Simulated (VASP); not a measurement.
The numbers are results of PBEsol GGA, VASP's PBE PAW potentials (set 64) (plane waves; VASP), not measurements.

The input files of a VASP run:

### KPOINTS
```
Automatic
0
gamma
6 6 6
```

POSCAR:
```
CsBr
1
    4.2481745600     0.0000000000     0.0000000000
    0.0000000000     4.2481745600     0.0424817456
    0.0000000000     0.0424817456     4.2481745600
Cs Br
1 1
Direct
  0.0000000000   0.0000000000   0.0000000000
  0.5000000000   0.5000000000   0.5000000000
```

**INCAR**
```
# general
SYSTEM  = CsBr
PREC    = Accurate
ENCUT   = 480
LREAL   = .FALSE.
LASPH   = .TRUE.

# electronic loop
EDIFF   = 1E-7
NELM    = 100
ALGO    = Normal
LMAXMIX = 4

# smearing
ISMEAR  = 0
SIGMA   = 0.05

# functional
GGA     = PS

# ions
ISIF    = 2

# output
LWAVE   = .FALSE.
LCHARG  = .FALSE.
```

POTCAR, in this order: Cs_sv Br (PBE.64 set). Program: vasp_std.

What VASP printed:

OSZICAR:
```
       N       E                     dE             d eps       ncg     rms          rms(c)
DAV:   1     0.912896136585E+02    0.91290E+02   -0.64461E+03  1248   0.107E+03
DAV:   2    -0.114868171676E+00   -0.91404E+02   -0.85004E+02  1888   0.176E+02
DAV:   3    -0.652560338174E+01   -0.64107E+01   -0.63910E+01  1548   0.539E+01
DAV:   4    -0.658644079831E+01   -0.60837E-01   -0.60800E-01  1472   0.614E+00
DAV:   5    -0.658696716345E+01   -0.52637E-03   -0.52630E-03  1556   0.566E-01    0.170E+00
DAV:   6    -0.638040900034E+01    0.20656E+00   -0.31306E-01  1376   0.294E+00    0.973E-01
DAV:   7    -0.634531755341E+01    0.35091E-01   -0.15169E-01  1600   0.206E+00    0.511E-01
DAV:   8    -0.634616533473E+01   -0.84778E-03   -0.92657E-03  1484   0.680E-01    0.823E-02
DAV:   9    -0.634637001266E+01   -0.20468E-03   -0.15623E-03  1596   0.248E-01    0.635E-02
DAV:  10    -0.634639720123E+01   -0.27189E-04   -0.94625E-05  1492   0.771E-02    0.150E-02
DAV:  11    -0.634640192827E+01   -0.47270E-05   -0.35424E-05  1484   0.358E-02    0.481E-03
DAV:  12    -0.634640142925E+01    0.49902E-06   -0.61068E-06  1504   0.158E-02    0.115E-03
DAV:  13    -0.634640143000E+01   -0.75408E-09   -0.19866E-07  1380   0.353E-03
   1 F= -.63464014E+01 E0= -.63464014E+01  d E =-.148398E-10
```

**OUTCAR**
```
------------------------ aborting loop because EDIFF is reached ----------------------------------------
  FORCE on cell =-STRESS in cart. coord.  units (eV):
  Direction    XX          YY          ZZ          XY          YZ          ZX
  --------------------------------------------------------------------------------------
  Total        0.0024086      0.0014165      0.0014165      0.0000000     -0.0799238      0.0000000
  in kB        0.0503389      0.0296052      0.0296052      0.0000000     -1.6704096      0.0000000
  external PRESSURE =       0.0365164 kB  Pullay stress =       0.0000000 kB
  volume of cell :       76.66
      direct lattice vectors                 reciprocal lattice vectors
     4.248174560  0.000000000  0.000000000     0.235395223  0.000000000  0.000000000
     0.000000000  4.248174560  0.042481746     0.000000000  0.235418765 -0.002354188
     0.000000000  0.042481746  4.248174560     0.000000000 -0.002354188  0.235418765
 POSITION                                       TOTAL-FORCE (eV/Angst)
 -----------------------------------------------------------------------------------
      0.00000      0.00000      0.00000         0.000000     -0.000000      0.000000
      2.12409      2.14533      2.14533         0.000000      0.000000      0.000000
 -----------------------------------------------------------------------------------
    total drift:                                0.000000      0.000000     -0.000000
  FREE ENERGIE OF THE ION-ELECTRON SYSTEM (eV)
  ---------------------------------------------------
  free  energy   TOTEN  =        -6.3464014300 eV

  energy  without entropy=       -6.3464014300  energy(sigma->0) =       -6.34640143
```
(Selected blocks of OUTCAR.)

The compound is CsBr in the CsCl type structure. This cell was strained or had an atom moved on purpose.
